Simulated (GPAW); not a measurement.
## ZrC: single point with revPBE+U

ZrC:

```xyz
2
Lattice="0.0000 2.5476 2.5476 2.5476 0.0000 2.5476 2.5476 2.5476 0.0000" Properties=species:S:1:pos:R:3 pbc="T T T"
Zr    2.5476    2.5476    2.5476
C     0.0000    0.0000    0.0000
```

The cell isn't the ideal one: volume scaled by 1.25.

| Item | Value |
| --- | --- |
| Program | GPAW 26.7.0 |
| Task | single point |
| Functional | revPBE |
| Potentials or basis | the program's PAW data sets (release 1.2.1) made for this functional |
| Cutoff | 800 eV |
| Basis | pw |
| k mesh | 10 × 10 × 10 |
| Occupations | gaussian, width 0.01 eV |
| Spin | no spin polarisation |
| Hubbard terms | Zr d U = 1 eV |
| Maxiter | 150 |

- Pressure: -29.8 GPa
- Band gap on the k mesh: none (metal or under the smearing width)

Levels at points of the mesh, in eV from the Fermi level:
```
           k point  band 6  band 7  band 8  band 9  band 10  band 11
(0.00, 0.00, 0.00)    0.72    0.72    0.72    0.98     0.98     0.98
(0.50, 0.50, 0.00)   -2.40   -1.16   -0.26   -0.26     3.18     4.20
(0.50, 0.50, 0.50)   -4.55   -2.34   -2.34    3.38     3.38     3.97
```

Wall time 47 s on 1 thread of Arm Neoverse N1 (shared host), peak memory 0.18 GiB.

Caveat: U without spin polarisation on a metal has little footing; the U is typed as a test and isn't derived for this compound.
